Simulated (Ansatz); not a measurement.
# Nb2NF2 MXene monolayer in a perpendicular field, part 2 of 2

Aim: how the Nb2NF2 MXene monolayer screens a field along its normal, and what the field does to its bands. A positive field points along +c.

Ansatz 0.2.0; plane-wave DFT, PBE-D3(BJ), Ansatz PAW.

So far. Step 2 (Relaxing the slab): The lattice constant a goes from 3.079 to 3.252 Å.

## (3) Atoms held, field 0

A sawtooth potential applies the field, turning back in the middle of the vacuum. With the dipole correction the typed value is the field outside the slab. The induced dipole is small, so the SCF threshold is tight.

The cell differs from the one that the last finished run ended in (c 39.956 → 22.680 Å).

input.yaml

```yaml
crystal:
  lattice:
    - [3.2518036218, 0.0, 0.0]
    - [-1.6259018109, 2.8161445446, 0.0]
    - [0.0, 0.0, 22.6799326688]
  atoms:
    - { symbol: F, position: [0.3333333333, 0.6666666667, 0.3968265749] }
    - { symbol: Nb, position: [0.6666666667, 0.3333333333, 0.4551335027] }
    - { symbol: "N", position: [0.0, 0.0, 0.5] }
    - { symbol: Nb, position: [0.3333333333, 0.6666666667, 0.5448664973] }
    - { symbol: F, position: [0.6666666667, 0.3333333333, 0.6031734251] }
kpoints:
  mp_grid: { grid: [18, 18, 1] }
  band_path:
    path: [[0, 0, 0], [0.5, 0, 0], [0.33333333, 0.33333333, 0], [0, 0, 0]]
    npoints: 16
hamiltonian:
  xc: pbe
  dispersion: d3bj
scf:
  occupations: { method: fermi_dirac, width: 0.02585 }
  convergence: { dr2_threshold: 1.0e-10 }
efield:
  axis: 3
  dipole_correction: true
  ramp_position: 0.97
  ramp_width: 0.06
  amplitude: 0
output:
  dos: { projected: true, e_range: [-6, 5] }
  write_potential: true
  write_density: true
  volumetric_format: npy
  elf: true
```

Started as:

```sh
> ansatz run input.yaml --threads 2 --pin off --max-ram 3072MiB --backend cpu --events-out ev --progress --plain --runs-dir out
```

Numbers of over 12 decimals in the logs are rounded to 6 here.

The log of the run:

```text
[...]
Crystal: 5 atoms, lattice volume = 207.693 Å³
Basis set: ecut = 420 eV, 4155 PW (Γ)
Bands: 28, of which v1, the nominal top of the filled ones, is band 23 counted from 1 (22 counted from 0)
Symmetry: 6 space group operations
k-points: 37 of 324 (time reversal used)
[...]
SCF iter   1: F=—  HF=-11109.683442 eV  |F-HF|=—  |Δ(HF+E_count)|=         —  Δρ=5.82e-3  dr2=4.43e-2  ethr=1.77e-3  p=0.000 e·Å  D=1.29e-13 V/Å  ΔV_dip=-0.00 eV  dr2_dipole=2.01e-7  V_vac-E_F(+/−)=4.17/4.17 eV  ⟨swp⟩=9.6  Hψ=6008  notcnv=0
efield: sawtooth ramp at fractional position 0.9700 (set: `efield.ramp_position`, or a place that a band, a saddle search or an elastic batch's reference lends), width 0.0600; the density the first Hamiltonian is built on has a dipole p = 0.000 e·Å; the dipole correction subtracts the counter field D = 1.29e-13 V/Å, which shifts the + side's vacuum level by -0.00 eV against the − side's; the planar-averaged density in the ramp window peaks in size at 1.1e-5 e/Å³
[...]
SCF iter   2: F=—  HF=-11109.679449 eV  |F-HF|=—  |Δ(HF+E_count)|=   3.99e-3  Δρ=2.49e-3  dr2=8.13e-3  ethr=9.84e-5  p=0.000 e·Å  D=1.09e-4 V/Å  ΔV_dip=-0.00 eV  dr2_dipole=1.02e-6  V_vac-E_F(+/−)=3.90/3.90 eV  ⟨swp⟩=3.1  Hψ=2463  notcnv=0  defer=25
[...]
SCF iter   9: F=-11109.676849 eV  HF=-11109.676849 eV  |F-HF|=9.64e-11  |Δ(HF+E_count)|=   1.97e-9  Δρ=1.10e-7  dr2=1.08e-11  ethr=1.00e-12  p=0.000 e·Å  D=8.70e-9 V/Å  ΔV_dip=-0.00 eV  dr2_dipole=7.43e-15  V_vac-E_F(+/−)=3.91/3.91 eV  ⟨swp⟩=8.1  Hψ=3288  notcnv=0
SCF 1 converged in 9 iterations: F = -11109.676849 eV  dr2 = 1.08e-11
[...]
NSCF: frozen V_eff on 49 k-points
efield: sawtooth ramp at fractional position 0.9700 (kept from the solve that this one continues, or follows in the run), width 0.0600; the density the first Hamiltonian is built on has a dipole p = 0.000 e·Å; the dipole correction subtracts the counter field D = 8.70e-9 V/Å, which shifts the + side's vacuum level by -0.00 eV against the − side's; the planar-averaged density in the ramp window peaks in size at 9.3e-7 e/Å³
[...]
SCF converged after 9 iterations
Free energy (F): -11109.676849 eV
[...]
Internal energy: -11109.673433 eV  (E = F + TS)
E sigma→0 (E₀):  -11109.675141 eV
Entropy (-TS):   -0.003416 eV (-0.683 meV/atom)
Fermi energy:    1.575971 eV
Dipole field:    D = -0.000000 V/Å  (p = -0.000000 e·Å, saw-weighted, corrected)
Work function:   Φ+ = 3.9117 eV   Φ− = 3.9117 eV
Levels:          The Fermi level and band energies are counted from a zero that moves with the ramp; work functions are not
[...]
--- Band table (eV; the first three rows and the last of 37) ---
  k-point 0: bands = [... 19 lower, -4.4308, -0.7018, -0.7018, 1.4068, 1.8742, 2.7646, 2.7646, 3.1771, ... 1 higher]
  k-point 1: bands = [... 19 lower, -4.4148, -0.7663, -0.6424, 1.3867, 1.9691, 2.6844, 2.7587, 3.0020, ... 1 higher]
  k-point 2: bands = [... 19 lower, -4.3864, -0.9288, -0.4703, 1.3057, 2.0965, 2.7049, 2.7640, 2.9094, ... 1 higher]
  k-point 36: bands = [... 19 lower, -4.5446, 0.0818, 0.0818, 0.1240, 3.2442, 3.2442, 3.5246, 4.6488, ... 1 higher]
```

Wall time 12 s (2 threads of Intel Xeon Platinum 8375C at 2.90GHz (Ice Lake), shared host); peak memory 0.62 GiB; 24 s of CPU time.

Reading the cycles: dr2 is the Hartree energy of the density residual (eV), the measure of convergence; HF is the Harris–Foulkes estimate of the energy, which meets the free energy F at convergence.

This step gave:

| Quantity | Value |
| --- | --- |
| energy at zero smearing | -11109.6751 eV |
| work function, upper face | 3.912 eV |
| dipole along the normal | -1.21e-7 e·Å |

Running mean over a fixed 2.7 Å (it still follows the layers) of the planar mean; the ramp of the sawtooth is left out. Electron's electrostatic potential energy less the Fermi level against z:

```
z (Å)  electron's electrostatic potential energy less the Fermi level (eV)
    3                                                                 3.91
    4                                                                 3.91
    5                                                                 3.91
    6                                                                 3.91
    7                                                                 3.76
    8                                                                0.877
    9                                                                -5.65
   10                                                                -12.4
   11                                                                -15.9
   12                                                                -14.6
   13                                                                -10.8
   14                                                                -2.91
   15                                                                 2.15
   16                                                                 3.87
   17                                                                 3.91
   18                                                                 3.91
   19                                                                 3.91
```

The density of states has structure finer than the step of the table below, so its rows give means over 0.2 eV, whole bins alone (the curve runs from -6 to 1.31 eV). Peaks (eV: height): -5.97: 11.3, -2.77: 3.47, -0.32: 3.47, 0.26: 4.95, 0.51: 6.94, 1.11: 4.32, 1.25: 7.14.

Density of states against energy, zero at the Fermi level; means over each step:

```
energy (eV)  density of states (states/eV a cell)
       -4.0                                     0
       -3.8                               0.00133
       -3.6                                 0.888
       -3.4                                  1.20
       -3.2                                  1.31
       -3.0                                  1.55
       -2.8                                  2.28
       -2.6                                  1.40
       -2.4                                 0.812
       -2.2                                 0.637
       -2.0                                 0.751
       -1.8                                  2.07
       -1.6                                  1.37
       -1.4                                  1.38
       -1.2                                  1.01
       -1.0                                 0.897
       -0.8                                 0.959
       -0.6                                 0.877
       -0.4                                  2.41
       -0.2                                  2.50
        0.0                                  1.81
        0.2                                  2.70
        0.4                                  1.95
        0.6                                  2.05
        0.8                                 0.964
        1.0                                  1.04
        1.2                                  4.73
```

Projected DOS per atom over height of the atomic layer and energy from the Fermi level. Layers: F Nb N Nb F from below.

Values in states/eV, 22 rows by 5 columns, each cell a mean:
```
0.15 1.42 0.09 1.42 0.15
0.05 0.42 0.05 0.42 0.05
0.07 0.84 0.22 0.84 0.07
0.04 0.99 0.20 0.99 0.04
0.06 1.11 0.12 1.11 0.06
0.04 0.59 0.07 0.59 0.04
0.03 0.41 0.04 0.41 0.03
0.04 0.44 0.03 0.44 0.04
0.05 0.63 0.03 0.63 0.05
0.04 0.71 0.02 0.71 0.04
0.02 0.31 0.02 0.31 0.02
0.05 0.52 0.04 0.52 0.05
0.11 0.83 0.06 0.83 0.11
0.07 0.57 0.03 0.57 0.07
0.05 0.46 0.01 0.46 0.05
0.00 0.00 0.00 0.00 0.00
0.00 0.00 0.00 0.00 0.00
0.00 0.00 0.00 0.00 0.00
0.00 0.00 0.00 0.00 0.00
0.00 0.00 0.00 0.00 0.00
0.00 0.00 0.00 0.00 0.00
0.42 0.16 0.95 0.16 0.42
```
Columns: height of the atomic layer (Å) from 9 to 13.7 (not evenly spaced); rows upwards: energy from the Fermi level (eV) from -5.96 to 1.24.

The electronic bands at the labelled points (eV, zero at the Fermi level):

```
  point  band 20  band 21  band 22  band 23  band 24  band 25  band 26  band 27
      Γ    -6.01    -2.28    -2.28    -0.17     0.30     1.19     1.19     1.60
halfway    -6.01    -3.07    -1.24    -0.53     0.65     1.39     1.42     2.12
      M    -5.93    -3.68     0.21     0.33     1.14     1.58     1.81     2.56
halfway    -6.02    -3.01    -0.62    -0.34     1.56     1.78     1.83     2.73
      K    -6.12    -1.49    -1.49    -1.45     1.67     1.67     1.95     3.07
halfway    -6.03    -2.74    -1.89     0.14     0.79     1.24     1.55     2.11
      Γ    -6.01    -2.28    -2.28    -0.17     0.30     1.19     1.19     1.60
```

ELF in the ca plane at fractional y = 0.333, with atoms of Nb and F within 0.2 Å of it. It is the smooth field of the valence electrons, not physical close to the nuclei.

Ten even steps from '0' (0.00) to '9' (0.80), each cell a mean:
```
00000000000000001114774332113687520000000000
00000000000000000148878433127999841000000000
00000000000000000169549633128879952000000000
00000000000000000148888433117999841000000000
00000000000000011113663332112577420000000000
00000000000000134421123542331111100000000000
00000000000000146641125642452000000000000000
00000000000000124421123442221122100000000000
```
Columns run along c (16.0 Å, from fractional 0.12 to 0.83 of the cell), rows up along a (3.3 Å). Atoms in or near the plane, at fractional coordinates: Nb at (0.46, 0.67), F at (0.60, 0.67).

Valence density in the ca plane at fractional y = 0.333, with atoms of Nb and F within 0.2 Å of it. It is the smooth field of the valence electrons, not physical close to the nuclei.

Ten steps, logarithmic in the rise over the least value, from '0' (0 e/Å³) to '9' (11 e/Å³), each cell a mean:
```
00000000000000001124564332222443100000000000
00000000000000000146787432224787310000000000
00000000000000000147887532125998410000000000
00000000000000000136776432224786310000000000
00000000000000001124554332222343100000000000
00000000000000011222223333432111000000000000
00000000000000012222223344442100000000000000
00000000000000001222233333332111000000000000
```
Columns run along c (16.0 Å, from fractional 0.12 to 0.83 of the cell), rows up along a (3.3 Å). Atoms in or near the plane, at fractional coordinates: Nb at (0.46, 0.67), F at (0.60, 0.67).

Electrostatic potential energy in the ca plane at fractional y = 0.333, with atoms of Nb and F within 0.2 Å of it. With pseudopotentials it is smooth inside the atoms' cores, unlike the true potential.

Values in eV, 5 rows by 16 columns, each cell a mean:
```
  5   5   5   5   5   5   5  -1 -31 -22  -2  -4  -9   5   6   5
  5   5   5   5   5   5   5  -4 -44 -36   0 -13 -35   5   5   5
  5   5   5   5   5   5   5  -1 -32 -23  -2  -5 -10   5   6   5
  5   5   5   5   5   5   5   2  -3  -3 -10  -7   3   5   5   5
  5   5   5   5   5   5   5   2  -3  -3 -10  -7   3   5   5   5
```
Columns run along c (16.0 Å, from fractional 0.07 to 0.78 of the cell; values clipped at the 3rd and 97th percentile), rows up along a (3.3 Å). Atoms in or near the plane, at fractional coordinates: Nb at (0.46, 0.67), F at (0.60, 0.67).

The work function of the upper face is 3.91 eV.

## (4) Atoms held, field 0.1 V/Å

input.yaml: that of step 3 with these lines changed.

```diff
@@ -27,5 +27,4 @@
   ramp_width: 0.06
-  amplitude: 0
+  amplitude: 0.1
 output:
-  dos: { projected: true, e_range: [-6, 5] }
   write_potential: true
@@ -33,2 +32 @@
   volumetric_format: npy
-  elf: true
```

The log of the run:

```text
[...]
Crystal: 5 atoms, lattice volume = 207.693 Å³
Basis set: ecut = 420 eV, 4155 PW (Γ)
Bands: 28, of which v1, the nominal top of the filled ones, is band 23 counted from 1 (22 counted from 0)
Symmetry: 6 space group operations
k-points: 37 of 324 (time reversal used)
[...]
k-point 0: bands = [... 19 lower, -4.4306, -0.7021, -0.7021, 1.4062, 1.8738, 2.7643, 2.7643, 3.1729, ... 1 higher]
  k-point 1: bands = [... 19 lower, -4.4146, -0.7666, -0.6427, 1.3862, 1.9686, 2.6833, 2.7584, 3.0008, ... 1 higher]
  k-point 2: bands = [... 19 lower, -4.3862, -0.9291, -0.4706, 1.3053, 2.0962, 2.7022, 2.7637, 2.9098, ... 1 higher]
  k-point 36: bands = [... 19 lower, -4.5449, 0.0798, 0.0832, 0.1237, 3.2424, 3.2453, 3.5243, 4.6448, ... 1 higher]
[key lines of the parts left out:]
SCF converged after 12 iterations
Free energy (F): -11109.678126 eV
Fermi energy:    1.575659 eV
Dipole field:    D = 0.022261 V/Å  (p = 0.025551 e·Å, saw-weighted, corrected)
```

Run time: 15 s. Hardware: 2 threads; peak memory 0.6 GiB; 29 s of CPU time.

The dipole is 0.0256 e·Å.

## (5) Atoms held, field -0.1 V/Å

input.yaml: that of step 4 with these lines changed.

```diff
@@ -27,3 +27,3 @@
   ramp_width: 0.06
-  amplitude: 0.1
+  amplitude: -0.1
 output:
```

The log of the run:

```text
[...]
Crystal: 5 atoms, lattice volume = 207.693 Å³
Basis set: ecut = 420 eV, 4155 PW (Γ)
Bands: 28, of which v1, the nominal top of the filled ones, is band 23 counted from 1 (22 counted from 0)
Symmetry: 6 space group operations
k-points: 37 of 324 (time reversal used)
[...]
k-point 0: bands = [... 19 lower, -4.4306, -0.7021, -0.7021, 1.4062, 1.8738, 2.7643, 2.7643, 3.1729, ... 1 higher]
  k-point 1: bands = [... 19 lower, -4.4146, -0.7666, -0.6427, 1.3862, 1.9686, 2.6833, 2.7584, 3.0008, ... 1 higher]
  k-point 2: bands = [... 19 lower, -4.3862, -0.9291, -0.4706, 1.3053, 2.0962, 2.7022, 2.7637, 2.9098, ... 1 higher]
  k-point 36: bands = [... 19 lower, -4.5449, 0.0798, 0.0832, 0.1237, 3.2424, 3.2453, 3.5243, 4.6448, ... 1 higher]
[key lines of the parts left out:]
SCF converged after 12 iterations
Free energy (F): -11109.678126 eV
Fermi energy:    1.575658 eV
Dipole field:    D = -0.022261 V/Å  (p = -0.025551 e·Å, saw-weighted, corrected)
```

The job ended after 15 s (2 threads; peak memory 0.59 GiB).

The dipole is -0.0256 e·Å.

## (6) Response, atoms held

This step: plane-wave DFT, PBE-D3(BJ), Ansatz PAW; response to a field along the normal, atoms held (Ansatz 0.2.0).

The dipoles give the slope, and the difference of two potentials shows where the field is screened.

Numbers from this step:

- equivalent conductor thickness p/(ε₀AE): 5.049 Å
- distance between the outer atoms: 4.680 Å

Dipole of the cell against applied field:

```
applied field (V/Å)  dipole of the cell (e·Å)
            -0.1000                   -0.0256
             0.0000                   -1.2e-7
             0.1000                    0.0256
```

Local field over the applied field, running mean. From the potentials at -0.1 and 0.1 V/Å; running mean over 2.5 Å. Table of local field over applied field by z:

```
z (Å)  local field over applied field
 4.11                           1.000
 4.54                           1.000
 4.96                           1.000
 5.24                           0.999
 5.67                           0.998
 6.10                           0.994
 6.52                           0.984
 6.80                           0.968
 7.23                           0.920
 7.65                           0.836
 8.08                           0.725
 8.36                           0.638
 8.79                           0.504
 9.21                           0.368
 9.64                           0.242
 9.92                           0.175
10.35                          0.0958
10.77                          0.0493
11.20                          0.0274
11.48                          0.0274
11.91                          0.0493
12.33                          0.0958
12.76                           0.175
13.04                           0.242
13.47                           0.368
13.89                           0.504
14.32                           0.638
14.60                           0.725
15.03                           0.836
15.45                           0.920
15.88                           0.968
16.16                           0.984
16.58                           0.994
17.01                           0.998
17.44                           0.999
17.72                           1.000
18.14                           1.000
18.57                           1.000
```

Electrons, planar mean, per unit field. Induced electron density against z:

z (Å), induced electron density (e/Å³ per V/Å) and a bar from the least value:
```
     4.11    0.00000 ###############
     4.54    0.00000 ###############
     4.96    0.00000 ###############
     5.24    0.00000 ###############
     5.67    0.00001 ###############
     6.10    0.00002 ###############
     6.52    0.00006 ###############
     6.80    0.00012 ################
     7.23    0.00036 #################
     7.65    0.00097 ####################
     8.08    0.00225 ##########################
     8.36    0.00314 ##############################
     8.79    0.00177 #######################
     9.21    0.00231 ##########################
     9.64    0.00069 ##################
     9.92    0.00055 ##################
    10.35    0.00153 ######################
    10.77    0.00050 #################
    11.20    0.00041 #################
    11.48   -0.00041 #############
    11.91   -0.00050 #############
    12.33   -0.00153 ########
    12.76   -0.00055 ############
    13.04   -0.00069 ############
    13.47   -0.00231 ####
    13.89   -0.00177 #######
    14.32   -0.00314 
    14.60   -0.00225 ####
    15.03   -0.00097 ##########
    15.45   -0.00036 #############
    15.88   -0.00012 ##############
    16.16   -0.00006 ###############
    16.58   -0.00002 ###############
    17.01   -0.00001 ###############
    17.44    0.00000 ###############
    17.72    0.00000 ###############
    18.14    0.00000 ###############
    18.57    0.00000 ###############
```

By hand: between -0.1 and 0.1 V/Å the dipole changes by 0.05110 e·Å, a slope of 0.2555 e·Å²/V. A perfect conductor of thickness t has p = ε₀AEt, so t = 180.95 × 0.2555 / 9.158 = 5.05 Å (e/ε₀ = 180.95 V·Å, A in Å²).

The induced dipole is that of a conductor 5.05 Å thick.

## (7) Summary of results

| Quantity | Value |
| --- | --- |
| gap without field | none |
| work function, upper face | 3.91 eV |
| equivalent conductor thickness, atoms held | 5.05 Å |

**Reading.** The induced dipole equals that of a perfect conductor 5.05 Å thick, while the outer atoms lie 4.68 Å apart. There is no gap over 0.03 eV, with or without the field. The first relaxation ran with spin and lost its moment, and the later runs have none; other magnetic states were not tried. Spin-orbit coupling is left out. The MXene's terminations sit over the metal atoms of its far layer; the site over carbon or nitrogen, which some compounds prefer, was not run.

[Logs are printed without paths, hosts, clocks, repeated set-up lines and the standing remarks that a program may print on its own settings, such as how far it seeks lower states.]

[Hosts, paths, dates, database ids (printed as entryN), source tags and the programs' standing remarks are cut or masked in the printed files.]

[Maps of the electrostatic potential energy from Ansatz leave out the sawtooth potential of an applied field or a dipole correction, so their vacuum need not be flat; planar profiles and work functions include it.]

[The density of states shown here was stored with 400 of the rows of the run's finer table, so its peaks can read low, often by over a quarter, or be missed, and its means over a window can be off by a tenth or more.]
